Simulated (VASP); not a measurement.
# Mg (P6_3/mmc) in VASP: settings compared, part 2 of 2

VASP 6.6.1. The steps go on from the part before.

## (6) Band structure, PBE

POSCAR

```
Mg
1.0
    3.2093000000      0.0000000000      0.0000000000
   -1.6046500000      2.7793353284      0.0000000000
    0.0000000000      0.0000000000      5.2103000000
Mg
2
Direct
    0.6666666667      0.3333333333      0.7500000000
    0.3333333333      0.6666666667      0.2500000000
```

INCAR.step1

```
SYSTEM = Mg
PREC = Accurate ; ENCUT = 500
EDIFF = 1E-6 ; ISMEAR = -1
SIGMA = 0.05 ; LREAL = .False.
LASPH = .True. ; NELM = 60
ALGO = Normal ; ISIF = 2
LWAVE = .False. ; LCHARG = .True.
GGA = PE ; NBANDS = 9
```

KPOINTS.step1

```
Automatic mesh
0
Gamma
  10 10 5
  0 0 0
```

INCAR.step2

```
SYSTEM = Mg
PREC = Accurate ; ENCUT = 500
EDIFF = 1E-6 ; ISMEAR = 0
SIGMA = 0.05 ; LREAL = .False.
LASPH = .True. ; NELM = 60
ALGO = Normal ; ISIF = 2
LWAVE = .False. ; LCHARG = .False.
GGA = PE ; NBANDS = 9
ICHARG = 11
```

KPOINTS.step2

```
path GMKGALHA,LM,KH
10
line-mode
reciprocal
 0.0000000000  0.0000000000  0.0000000000  G
 0.5000000000  0.0000000000  0.0000000000  M

 0.5000000000  0.0000000000  0.0000000000  M
 0.3333333333  0.3333333333  0.0000000000  K

 0.3333333333  0.3333333333  0.0000000000  K
 0.0000000000  0.0000000000  0.0000000000  G

 0.0000000000  0.0000000000  0.0000000000  G
 0.0000000000  0.0000000000  0.5000000000  A

 0.0000000000  0.0000000000  0.5000000000  A
 0.5000000000  0.0000000000  0.5000000000  L

 0.5000000000  0.0000000000  0.5000000000  L
 0.3333333333  0.3333333333  0.5000000000  H

 0.3333333333  0.3333333333  0.5000000000  H
 0.0000000000  0.0000000000  0.5000000000  A

 0.5000000000  0.0000000000  0.5000000000  L
 0.5000000000  0.0000000000  0.0000000000  M

 0.3333333333  0.3333333333  0.0000000000  K
 0.3333333333  0.3333333333  0.5000000000  H
```

Potentials or basis: VASP PAW PBE potentials, release 64 (Mg).

Run with:

```console
$ cat potpaw_PBE.64/Mg/POTCAR > POTCAR
$ cp INCAR.step1 INCAR
$ cp KPOINTS.step1 KPOINTS
$ mpirun -np 1 vasp_std > vasp.out
$ cp INCAR.step2 INCAR
$ cp KPOINTS.step2 KPOINTS
$ mpirun -np 1 vasp_std > vasp.out
```

OUTCAR:

```text
SYSTEM = Mg
   PREC = Accurate
   ENCUT = 500
   EDIFF = 1E-6
   ISMEAR = 0
   LREAL = .False.
   LASPH = .True.
   NELM = 60
   ISIF = 2
   GGA = PE
   ICHARG = 11

 ion  position               nearest neighbor table
   1  0.667  0.333  0.750-   2 3.20   2 3.20   2 3.20   2 3.20   2 3.20   2 3.20
   2  0.333  0.667  0.250-   1 3.20   1 3.20   1 3.20   1 3.20   1 3.20   1 3.20

  LATTYP: Found a hexagonal cell.
 ALAT       =     3.2093000000
 C/A-ratio  =     1.6235004518

  Lattice vectors:

 A1 = (   3.2093000000,   0.0000000000,   0.0000000000)
 A2 = (  -1.6046500000,   2.7793353284,   0.0000000000)
 A3 = (   0.0000000000,   0.0000000000,   5.2103000000)

Analysis of symmetry for initial positions (statically):
=====================================================================
 Subroutine PRICEL returns:
 Original cell was already a primitive cell.

 Routine SETGRP: Setting up the symmetry group for a
 hexagonal supercell.

 Subroutine GETGRP returns: Found 24 space group operations
 (whereof 12 operations were pure point group operations)
 out of a pool of 24 trial point group operations.

The static configuration has the point symmetry D_3d.
 The point group associated with its full space group is D_6h.
[... 157 lines left out ...]

 val. band max:        2.2094516845   @ k =   0.3333   0.3333   0.2222
 cond. band min:       2.2199678544   @ k =   0.3333   0.3333   0.2222
 fundamental gap:      0.0105161699
 Fermi energy:         2.2109345249

 k-point     1 :       0.0000    0.0000    0.0000
  band No.  band energies     occupation
      1      -4.3090      2.00000
      2       0.9079      2.00000
      3       1.3274      2.00000
      4      13.4389      0.00000
      5      13.4389      0.00000
      6      13.5283      0.00000
      7      13.5283      0.00000
      8      14.3313      0.00000
      9      15.8825      0.00000
[... 265 lines left out ...]
 k-point    24 :       0.2222    0.2222    0.0000
  band No.  band energies     occupation
      1      -1.4573      2.00000
      2       3.5594      0.00000
      3       3.6674      0.00000
      4       4.6640      0.00000
      5       5.4349      0.00000
      6       9.2902      0.00000
      7       9.9292      0.00000
      8      10.0961      0.00000
      9      10.9852      0.00000

 [... further k-points ...]
[... 5 lines left out ...]
  --------------------------------------------------------------------------------------
  -------------------------------------------------------------------------------------
  Total        0.5535099      0.5535099     -0.3553855      0.0000000      0.0000000      0.0000000
  in kB       19.0819157     19.0819157    -12.2516975      0.0000000      0.0000000      0.0000000
  external PRESSURE =       8.6373779 kB  Pullay stress =       0.0000000 kB

 VOLUME and BASIS-vectors are now :
 -----------------------------------------------------------------------------
  energy-cutoff  :      500.00
  volume of cell :       46.47
      direct lattice vectors                 reciprocal lattice vectors
     3.209300000  0.000000000  0.000000000     0.311594429  0.179899127  0.000000000
    -1.604650000  2.779335328  0.000000000     0.000000000  0.359798255  0.000000000
     0.000000000  0.000000000  5.210300000     0.000000000  0.000000000  0.191927528

 POSITION                                       TOTAL-FORCE (eV/Angst)
 -----------------------------------------------------------------------------------
      1.60465      0.92645      3.90773         0.000000      0.000000      0.000000
     -0.00000      1.85289      1.30258         0.000000     -0.000000      0.000000
 -----------------------------------------------------------------------------------
    total drift:                                0.000000     -0.000000      0.000000

  FREE ENERGIE OF THE ION-ELECTRON SYSTEM (eV)
  ---------------------------------------------------
  free  energy   TOTEN  =        -2.3609142713 eV

  energy  without entropy=       -2.3585553282  energy(sigma->0) =       -2.35973480
```

OUTCAR.step1:

```text
SYSTEM = Mg
   PREC = Accurate
   ENCUT = 500
   EDIFF = 1E-6
   ISMEAR = -1
   LREAL = .False.
[... 514 lines left out ...]
      1.60465      0.92645      3.90773         0.000000     -0.000000      0.000000
     -0.00000      1.85289      1.30258        -0.000000      0.000000      0.000000
 -----------------------------------------------------------------------------------
    total drift:                                0.000000     -0.000000      0.000000

  FREE ENERGIE OF THE ION-ELECTRON SYSTEM (eV)
  ---------------------------------------------------
  free  energy   TOTEN  =        -3.0064414782 eV

  energy  without entropy=       -2.9945319239  energy(sigma->0) =       -3.00048670
```

It used 18 s of CPU time on 1 thread of Intel(R) Xeon(R) Platinum 8559C (Emerald Rapids), on a shared host, which was overloaded at the time.

Results:

- Band gap along the path: none (metal or under the smearing width)

Levels at the corners of the path, in eV from the Fermi level:
```
point  band 1  band 2  band 3  band 4  band 5  band 6
    Γ   -6.91   -1.69   -1.27   10.84   10.84   10.93
    M   -2.15   -2.15    2.62    2.99    3.22    3.63
    M   -2.15   -2.15    2.62    2.99    3.22    3.63
    K   -0.63   -0.62   -0.62    4.08    4.08    4.26
    K   -0.63   -0.62   -0.62    4.08    4.08    4.26
    Γ   -6.91   -1.69   -1.27   10.84   10.84   10.93
    Γ   -6.91   -1.69   -1.27   10.84   10.84   10.93
    A   -5.53   -5.53    4.97    4.97   11.59   11.59
    A   -5.53   -5.53    4.97    4.97   11.59   11.59
    L   -1.11   -1.11   -0.47   -0.47    7.96    7.96
    L   -1.11   -1.11   -0.47   -0.47    7.96    7.96
    H    0.18    0.18    0.65    0.65    1.49    1.49
    H    0.18    0.18    0.65    0.65    1.49    1.49
    A   -5.53   -5.53    4.97    4.97   11.59   11.59
    L   -1.11   -1.11   -0.47   -0.47    7.96    7.96
    M   -2.15   -2.15    2.62    2.99    3.22    3.63
    K   -0.63   -0.62   -0.62    4.08    4.08    4.26
    H    0.18    0.18    0.65    0.65    1.49    1.49
```

Caveat: the log is that of the step along the path at fixed density, whose energy, stress, charges and moments have no meaning.

## (7) The reference run

An earlier run on the cell as given: functional PBE; potentials or basis VASP PAW PBE potentials, release 64 (Mg); cutoff 520 eV; k mesh 10 × 10 × 5; occupations fermi-dirac, width 0.05 eV; no spin polarisation.

- Pressure: -0.5 GPa
- Band gap on the k mesh: none (metal or under the smearing width)

## (8) Overview

```csv
task,level,potentials or basis,k mesh,cutoff (eV),grid for exact exchange (PRECFOCK),exchange at q = 0,mesh quality,pressure (GPa)
band structure,LDA,"VASP PAW LDA potentials, release 64 (Mg)",10 × 10 × 5,520,-,-,not flagged,-
band structure,PBEsol,"VASP PAW PBE potentials, release 64 (Mg)",10 × 10 × 5,520,-,-,not flagged,-1.1
band structure,RPBE,"VASP PAW PBE potentials, release 64 (Mg)",10 × 10 × 5,520,-,-,not flagged,0.6
band structure,r2SCANh,"VASP PAW PBE potentials, release 64 (Mg)",5 × 5 × 3,520,Fast,truncated,coarse,-1.3
band structure,PBE,"VASP PAW PBE potentials, release 64 (Mg)",10 × 10 × 5,500,-,-,not flagged,-
single point,PBE,"VASP PAW PBE potentials, release 64 (Mg)",10 × 10 × 5,520,-,-,not flagged,-0.5
```

Alike in all rows: no spin polarisation; cell as given; smearing fermi-dirac 0.05 eV.

Caveats: some runs use coarse meshes; the PAW data sets were made with another functional, which shifts forces and pressure a little (some runs).

Absolute energies hang on the potentials; compare differences alone.
